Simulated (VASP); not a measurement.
# NaF (Villiaumite): Na into a neighbouring Na vacancy, part 3 of 5

Wanted: the minimum-energy path in NaF (Villiaumite) for this move: Na into a neighbouring Na vacancy. The start is a cell from a database of measured crystal structures.

VASP 6.6.1; PBEsol; plane waves and PAW (Na, F).

So far. Step 2 (Relax the host): The run ended after 3 ionic steps, 0.013 eV below its first step, once forces and stress met EDIFFG = -0.02. Step 3 (Relax the host again, on a new basis): The start already met the threshold, so nothing moved.

## Step 4: Relax the start (continued)

Step by step:

| step | energy less that of the first step (eV) | largest force (eV/Å) |
| --- | --- | --- |
| 1 | 0.0000 | 0.9065 |
| 2 | -0.3152 | 0.6599 |
| 3 | -0.5949 | 0.3268 |
| 4 | -0.5954 | 0.3420 |
| 5 | -0.6372 | 0.2073 |
| 6 | -0.6528 | 0.1996 |
| 7 | -0.6655 | 0.0836 |
| 8 | -0.6655 | 0.0825 |
| 9 | -0.6715 | 0.0516 |
| 10 | -0.6744 | 0.0272 |

The atoms that moved most (Å):

| atom | dx | dy | dz | length |
| --- | --- | --- | --- | --- |
| F29 | -0.015 | -0.021 | 0.146 | 0.149 |
| F45 | 0.148 | -0.005 | -0.002 | 0.148 |
| F33 | 0.001 | 0.141 | 0.027 | 0.144 |
| F35 | -0.136 | -0.016 | -0.025 | 0.139 |
| F51 | -0.012 | 0.011 | -0.125 | 0.126 |
| F47 | -0.002 | -0.122 | 0.009 | 0.123 |
| Na1 | -0.064 | -0.069 | -0.006 | 0.095 |
| Na2 | 0.078 | 0.031 | -0.015 | 0.085 |

A gap read on the k-mesh alone can miss the band edges.

Numbers from this step:

```yaml
electronic_cycles: 88
electrons: 216
free_energy_toten: -234.9345 eV
fermi_energy: -1.165 eV
gap_on_the_k_mesh: 6.259 eV
least_direct_gap_on_the_k_mesh: 6.259 eV
```

The run ended after 10 ionic steps, 0.674 eV below its first step, once the forces on the free atoms met EDIFFG = -0.05.

## Step 5: Relax the end

The end state is relaxed in the same way, so that both ends share their errors.

This cell carries charge -1, set by NELECT and balanced by a uniform background.

File INCAR:

```
SYSTEM = Na26F27
PREC = Normal
ENCUT = 400
EDIFF = 1E-05
NELM = 120
ISMEAR = 0
SIGMA = 0.05
LREAL = Auto
ALGO = Fast
GGA = PS
NELECT = 216
NBANDS = 150
LORBIT = 11
LWAVE = .FALSE.
LCHARG = .FALSE.
KPAR = 6
IBRION = 2
NSW = 60
ISIF = 2
EDIFFG = -0.05
POTIM = 0.4
MAXMIX = 40
ISYM = 0
```

File POSCAR:

```
Na26F27
1.0
    0.0000000000      6.8246634078      6.8246634078
    6.8246634078      0.0000000000      6.8246634078
    6.8246634078      6.8246634078      0.0000000000
Na F
26 27
Direct
    0.0009736305     -0.0016671836      0.0016625916
    0.0022873183     -0.0002354903      0.6650578026
    0.0022242617      0.3317220468      0.0035561665
    0.0005772187      0.3325436541      0.3323869266
    0.0000515787      0.3337915700      0.6665270900
    0.0028217359      0.6621606301     -0.0003904688
    0.0045837218      0.6659434313      0.3306185715
   -0.0018522366      0.6657869875      0.6689911883
    0.3287461424      0.0012484338      0.0071668306
    0.3323250580     -0.0035479380      0.3345965054
    0.3342104002      0.0027165773      0.6644442688
    0.3280118437      0.3387770343     -0.0026240611
    0.3375756105      0.3295836984      0.3323429030
    0.3336482207      0.3383767475      0.6632303807
    0.3293594680      0.6717330844      0.0008535032
    0.3324308646      0.6638601261      0.3341667291
    0.3287434969      0.6703888154      0.6684162765
    0.6646323451      0.0013330052      0.0001366143
    0.6655818314     -0.0023454955      0.3340270555
    0.6665162844     -0.0008276176      0.6662107395
    0.6672577863      0.3349495355     -0.0014500696
    0.6659659215      0.3320859052      0.3336336204
    0.6663454889      0.3351748349      0.6632821884
    0.6677742763      0.6666118406     -0.0032933772
    0.6625317317      0.6648840474      0.3362957130
    0.6643613061      0.6648329772      0.6697326904
    0.1628604570      0.1671725287      0.1684182702
    0.1665617866      0.1673653461      0.4995818640
    0.1707918805      0.1607753332      0.8345189459
    0.1693095771      0.4963173193      0.1658373027
    0.1656055048      0.5008860899      0.5000659233
    0.1662070307      0.5024487146      0.8316048676
    0.1661937428      0.8340320043      0.1645909311
    0.1644150679      0.8330572770      0.5015802709
    0.1616686495      0.8353103542      0.8331726234
    0.4979887828      0.1687599224      0.1646892347
    0.5000568710      0.1639289591      0.5025769286
    0.4978043234      0.1616603366      0.8365054146
    0.4933644668      0.5044967170      0.1712547708
    0.4960724979      0.4987128021      0.5038107730
    0.4996754480      0.4990059631      0.8361646106
    0.4997931102      0.8308769994      0.1682977574
    0.4986607066      0.8326947046      0.5019233471
    0.5004265028      0.8303413641      0.8322456819
    0.8332230856      0.1690688502      0.1671991634
    0.8323739897      0.1653313948      0.5017297878
    0.8345157554      0.1645766905      0.8373810542
    0.8332654289      0.4986574897      0.1662720231
    0.8341374102      0.4983433755      0.4996009061
    0.8316999048      0.5025826679      0.8349673527
    0.8336028833      0.8372742079      0.1655157374
    0.8325393007      0.8330540030      0.4984251899
    0.8313966875      0.8351671322      0.8311633496
```

File KPOINTS:

```
Automatic mesh
0
Gamma
2 2 2
0 0 0
```

PAW data sets: Na and F (PBE family, release 64).

The run is started by

```
$ mpirun -np 6 vasp_std
```

The log of the run:

```text
[... set-up lines as in an earlier step ...]
 entering main loop
       N       E                     dE             d eps       ncg     rms          rms(c)
DAV:   1     0.174751337768E+04    0.17475E+04   -0.87099E+04  2520   0.103E+03
DAV:   2    -0.638707678877E+02   -0.18114E+04   -0.17681E+04  2800   0.306E+02
DAV:   3    -0.250067969231E+03   -0.18620E+03   -0.18431E+03  2768   0.106E+02
DAV:   4    -0.254680572301E+03   -0.46126E+01   -0.45956E+01  2800   0.198E+01
DAV:   5    -0.254799074847E+03   -0.11850E+00   -0.11838E+00  2912   0.300E+00BRMIX: very serious problems
 the old and the new charge density differ
 old charge density:   215.00000 new  215.99992
BRMIX: very serious problems
 the old and the new charge density differ
 old charge density:   215.00000 new  215.99992
BRMIX: very serious problems
 the old and the new charge density differ
 old charge density:   215.00000 new  215.99992
BRMIX: very serious problems
 the old and the new charge density differ
 old charge density:   215.00000 new  215.99992
BRMIX: very serious problems
 the old and the new charge density differ
 old charge density:   215.00000 new  215.99992
BRMIX: very serious problems
 the old and the new charge density differ
 old charge density:   215.00000 new  215.99992
    0.246E+01
RMM:   6    -0.234526681227E+03    0.20272E+02   -0.64668E+01  2400   0.192E+01    0.868E+00
RMM:   7    -0.234358740626E+03    0.16794E+00   -0.39438E+00  2400   0.426E+00    0.605E+00
RMM:   8    -0.234184879348E+03    0.17386E+00   -0.95952E-01  2400   0.349E+00    0.877E-01
RMM:   9    -0.234187362664E+03   -0.24833E-02   -0.20785E-01  2400   0.119E+00    0.518E-01
RMM:  10    -0.234206539668E+03   -0.19177E-01   -0.20879E-01  2401   0.101E+00    0.844E-01
RMM:  11    -0.234196905133E+03    0.96345E-02   -0.19792E-02  2400   0.370E-01    0.367E-01
RMM:  12    -0.234195417791E+03    0.14873E-02   -0.14382E-02  2400   0.322E-01    0.529E-02
RMM:  13    -0.234195999325E+03   -0.58153E-03   -0.16178E-03  2482   0.963E-02    0.150E-01
RMM:  14    -0.234195658425E+03    0.34090E-03   -0.20821E-03  2400   0.122E-01    0.368E-02
RMM:  15    -0.234195664550E+03   -0.61246E-05   -0.12686E-04  2400   0.335E-02    0.387E-02
RMM:  16    -0.234195639297E+03    0.25252E-04   -0.14744E-04  2315   0.308E-02    0.858E-03
RMM:  17    -0.234195638222E+03    0.10750E-05   -0.12613E-05  1568   0.914E-03
   1 F= -.23419564E+03 E0= -.23419564E+03  d E =-.234196E+03
 curvature:   0.00 expect dE= 0.000E+00 dE for cont linesearch  0.000E+00
 trial: gam= 0.00000 g(F)=  0.429E+00 g(S)=  0.000E+00 ort = 0.000E+00 (trialstep = 0.100E+01)
 search vector abs. value=  0.429E+00
 bond charge predicted
       N       E                     dE             d eps       ncg     rms          rms(c)
DAV:   1    -0.234447785072E+03   -0.25215E+00   -0.68050E+01  2448   0.219E+01    0.100E+00
RMM:   2    -0.234767658246E+03   -0.31987E+00   -0.21988E+00  2400   0.419E+00    0.358E+00
RMM:   3    -0.234563834307E+03    0.20382E+00   -0.54646E-01  2400   0.210E+00    0.985E-01
RMM:   4    -0.234561740561E+03    0.20937E-02   -0.66698E-02  2400   0.820E-01    0.682E-01
RMM:   5    -0.234558036195E+03    0.37044E-02   -0.21376E-02  2400   0.412E-01    0.445E-01
RMM:   6    -0.234556416859E+03    0.16193E-02   -0.38345E-02  2400   0.514E-01    0.223E-01
RMM:   7    -0.234555608708E+03    0.80815E-03   -0.23933E-03  2400   0.140E-01    0.816E-02
RMM:   8    -0.234555688384E+03   -0.79676E-04   -0.16183E-03  2400   0.116E-01    0.474E-02
RMM:   9    -0.234555641538E+03    0.46846E-04   -0.12424E-04  2399   0.320E-02    0.525E-03
RMM:  10    -0.234555645562E+03   -0.40239E-05   -0.22805E-05  1665   0.116E-02
   2 F= -.23455565E+03 E0= -.23455565E+03  d E =-.360007E+00
[...]
3 F= -.23484580E+03 E0= -.23484580E+03  d E =-.650158E+00
[...]
4 F= -.23484717E+03 E0= -.23484717E+03  d E =-.651533E+00
[...]
5 F= -.23488987E+03 E0= -.23488987E+03  d E =-.427001E-01
[...]
6 F= -.23491968E+03 E0= -.23491968E+03  d E =-.725109E-01
[...]
7 F= -.23492434E+03 E0= -.23492434E+03  d E =-.771724E-01
[...]
8 F= -.23493088E+03 E0= -.23493088E+03  d E =-.654053E-02
 trial-energy change:   -0.006541  1 .order   -0.006558   -0.008140   -0.004975
 step:   5.0219(harm=  5.0219)  dis= 0.01885  next Energy=  -234.934813 (dE=-0.105E-01)
 bond charge predicted
       N       E                     dE             d eps       ncg     rms          rms(c)
DAV:   1    -0.234918542272E+03    0.12340E-01   -0.97183E+00  2412   0.946E+00    0.384E-01
RMM:   2    -0.234933245977E+03   -0.14704E-01   -0.16055E-01  2400   0.120E+00    0.946E-02
RMM:   3    -0.234934034811E+03   -0.78883E-03   -0.12183E-02  2400   0.381E-01    0.378E-02
RMM:   4    -0.234934376023E+03   -0.34121E-03   -0.33546E-03  2418   0.183E-01    0.294E-02
RMM:   5    -0.234934406689E+03   -0.30666E-04   -0.53108E-04  2435   0.701E-02    0.158E-02
RMM:   6    -0.234934420177E+03   -0.13488E-04   -0.15947E-04  2268   0.347E-02    0.125E-02
RMM:   7    -0.234934421547E+03   -0.13702E-05   -0.25894E-05  1698   0.132E-02
   9 F= -.23493442E+03 E0= -.23493442E+03  d E =-.100776E-01
 curvature:  -2.86 expect dE=-0.186E-02 dE for cont linesearch -0.172E-04
 trial: gam= 0.21546 g(F)=  0.650E-03 g(S)=  0.000E+00 ort =-0.169E-03 (trialstep = 0.257E+01)
 search vector abs. value=  0.798E-03
 reached required accuracy - stopping structural energy minimisation
```

The job ended after 12 min (6 MPI ranks of AMD EPYC 7R43, shared host; peak memory 3.6 GiB; 71 min of CPU time).

OUTCAR, selected parts (step 5):

```text
NELECT = 216

 ion  position               nearest neighbor table
   1  0.001  0.998  0.002-  33 2.24  51 2.24  47 2.26  35 2.26  29 2.27  45 2.30  15 3.16   7 3.19
                             9 3.20  19 3.22   3 3.23  21 3.23   2 3.24  11 3.24   5 3.24  18 3.24
   2  0.002  1.000  0.665-  35 2.24  34 2.25  28 2.26  46 2.27  53 2.29  47 2.30  17 3.17  10 3.19
                             4 3.21  11 3.21   5 3.22   8 3.22   1 3.24  20 3.24  23 3.24   6 3.24
   3  0.002  0.332  0.004-  27 2.22  48 2.25  45 2.26  32 2.28  50 2.31  29 2.32  12 3.15   4 3.17
                             9 3.17   6 3.17  22 3.22   8 3.23  24 3.23   1 3.23  21 3.24  14 3.24
   4  0.001  0.333  0.332-  27 2.25  30 2.27  49 2.27  28 2.27  48 2.28  46 2.29   3 3.17   6 3.20
                            12 3.20  23 3.21   2 3.21  10 3.22  22 3.23   5 3.23   7 3.23  25 3.24
   5  0.000  0.334  0.667-  31 2.27  49 2.27  28 2.28  47 2.28  50 2.30  29 2.31   8 3.21  21 3.21
                            11 3.21  26 3.22   2 3.22   7 3.22  14 3.23   4 3.23  23 3.23   1 3.24
   6  0.003  0.662  1.000-  32 2.24  35 2.27  30 2.27  48 2.27  53 2.32  51 2.33  12 3.13  17 3.17
                             3 3.17   8 3.20   4 3.20  15 3.20   7 3.22  24 3.23   2 3.24   1 3.25
   7  0.005  0.666  0.331-  33 2.25  31 2.26  30 2.28  52 2.29  51 2.29  49 2.31  15 3.16  16 3.17
                             1 3.19   6 3.22   5 3.22   4 3.23  13 3.23   8 3.23  19 3.24  26 3.28
   8  0.998  0.666  0.669-  50 2.25  32 2.26  53 2.26  34 2.28  31 2.28  52 2.29  24 3.18   6 3.20
                            14 3.20   5 3.21  20 3.21  17 3.21  26 3.22   2 3.22   3 3.23  16 3.23
   9  0.329  0.001  0.007-  27 2.23  38 2.25  33 2.25  29 2.26  42 2.27  44 2.36  10 3.15   3 3.17
                             1 3.20  16 3.21  12 3.21  15 3.21  18 3.21  24 3.25  11 3.27  20 3.28
  10  0.332  0.996  0.335-  34 2.26  42 2.26  43 2.28  27 2.29  28 2.29  36 2.31   9 3.15  17 3.18
                             2 3.19  25 3.19  16 3.21  18 3.22  19 3.22   4 3.22  11 3.22  13 3.23
  11  0.334  0.003  0.664-  37 2.23  29 2.24  28 2.27  43 2.27  44 2.28  35 2.32  13 3.18  19 3.19
                            20 3.20   5 3.21   2 3.21  17 3.22  15 3.22  10 3.22  26 3.22  14 3.23
  12  0.328  0.339  0.997-  30 2.23  32 2.24  41 2.27  27 2.30  36 2.30  38 2.31   6 3.13   3 3.15
                            17 3.19   4 3.20  14 3.20   9 3.21  13 3.24  15 3.24  23 3.25  18 3.25
  13  0.338  0.330  0.332-  36 2.24  39 2.26  37 2.27  28 2.27  30 2.28  31 2.31  11 3.18  19 3.18
[...]
52  0.833  0.833  0.498-  19 2.26  20 2.28   7 2.29   8 2.29  26 2.30
  53  0.831  0.835  0.831-  20 2.25   8 2.26  24 2.27  18 2.29   2 2.29   6 2.32

 E-fermi :  -1.1794

 k-point     1 :       0.0000    0.0000    0.0000
  band No.  band energies     occupation
    ...
    104      -1.5279      2.00000
    105      -1.5275      2.00000
    106      -1.5257      2.00000
    107      -1.4951      2.00000
    108      -1.4921      2.00000
    109       4.7676      0.00000
    110       7.6658      0.00000
    111       7.6928      0.00000
    112       7.6954      0.00000
    113       7.6960      0.00000
    ...

  Total      -22.8180686    -22.8144488    -22.8058190      0.2358526      0.2422116      0.2524602
  in kB      -57.5063439    -57.4972212    -57.4754725      0.5943982      0.6104244      0.6362528
  external PRESSURE =     -57.4930125 kB  Pullay stress =       0.0000000 kB

 POSITION                                       TOTAL-FORCE (eV/Angst)
 -----------------------------------------------------------------------------------
      0.05995      6.87614      6.82247        -0.015753     -0.006451     -0.006168
      4.50027     11.31809      6.82036         0.012370      0.007152      0.001161
      2.27772      6.87637      9.04311         0.001642     -0.004220      0.004180
      4.50003      9.09980      9.04123         0.005138     -0.001980      0.006810
      6.82841     11.37736      9.09560         0.004340     -0.013744     -0.023427
      4.55153      6.81756     11.36686        -0.007869      0.017744      0.021333
      6.87149      9.09886     11.42163        -0.000334     -0.006669     -0.015510
      9.10073     11.31487     11.42157        -0.000160      0.013105     -0.010984
      6.88347      2.27820      9.03794        -0.014818     -0.013931      0.018618
      9.09999      4.49463      9.03650         0.002430      0.007817      0.021598
     11.37467      6.82933      9.09398        -0.007965      0.001363     -0.009885
      9.09787      9.09487      4.55882         0.009398      0.002261      0.033063
      4.54149      4.54590      4.54751         0.000100     -0.008323     -0.002228
      6.82888      6.82534      4.54532         0.006158      0.009366      0.002625
     11.36317      9.09489      6.82014        -0.022016      0.000246     -0.002471
      6.88066      4.49731      6.81405        -0.011882      0.005326      0.014682
      9.10824      6.83440      6.81800        -0.009228      0.024527     -0.001287
      0.00300      4.54537      4.54659         0.012329     -0.011567      0.004008
      9.09534      6.87448     11.42237         0.004069     -0.002967     -0.011565
     11.31883      9.09471     11.41954         0.013193      0.003433      0.001310
      9.10719     11.35495      6.82192        -0.020124     -0.022583     -0.002929
      4.50220      6.87684      6.82116        -0.000514     -0.005189     -0.011944
      6.84718      9.10105      6.81432         0.012012     -0.004103      0.013949
      4.55299      4.54559      9.09152        -0.016274     -0.016623     -0.005597
[...]
-----------------------------------------------------------------------------------
    total drift:                                0.052811     -0.051780     -0.096913

  FREE ENERGIE OF THE ION-ELECTRON SYSTEM (eV)
  ---------------------------------------------------
  free  energy   TOTEN  =      -234.9344215467 eV

  energy  without entropy=     -234.9344215467  energy(sigma->0) =     -234.93442155

[... 6 parts as in an earlier step ...]

[... 8 further parts left out ...]
```

Relaxation path:

| step | energy less that of the first step (eV) | largest force (eV/Å) |
| --- | --- | --- |
| 1 | 0.0000 | 0.9392 |
| 2 | -0.3600 | 0.6894 |
| 3 | -0.6502 | 0.4352 |
| 4 | -0.6515 | 0.4074 |
| 5 | -0.6942 | 0.2503 |
| 6 | -0.7240 | 0.1784 |
| 7 | -0.7287 | 0.1043 |
| 8 | -0.7352 | 0.0674 |
| 9 | -0.7388 | 0.0366 |

The atoms that moved most (Å):

| atom | dx | dy | dz | length |
| --- | --- | --- | --- | --- |
| F27 | -0.011 | 0.013 | 0.162 | 0.163 |
| F45 | -0.015 | -0.150 | -0.021 | 0.152 |
| F52 | 0.008 | 0.013 | -0.147 | 0.148 |
| F46 | 0.145 | -0.008 | 0.007 | 0.146 |
| F34 | -0.006 | 0.141 | 0.007 | 0.142 |
| F33 | -0.128 | 0.017 | -0.007 | 0.130 |
| Na8 | -0.009 | -0.063 | 0.066 | 0.091 |
| Na19 | 0.007 | 0.052 | 0.071 | 0.089 |

This step gave:

```yaml
electronic_cycles: 95
free_energy_toten: -234.9344 eV
fermi_energy: -1.179 eV
gap_on_the_k_mesh: 6.260 eV
least_direct_gap_on_the_k_mesh: 6.260 eV
```

The run ended after 9 ionic steps, 0.739 eV below its first step, once the forces on the free atoms met EDIFFG = -0.05.

(Continued in part 4 of 5.)

[Lines on the potential files, build, host, timing and source positions are cut from VASP's logs without a mark.]

[Logs are printed without paths, hosts, clocks, repeated set-up lines and the standing remarks that a program may print on its own settings, such as how far it seeks lower states.]

[Hosts, paths, dates, database ids (printed as entryN), source tags and the programs' standing remarks are cut or masked in the printed files.]

[Runs that stopped without an error message from VASP are left out.]
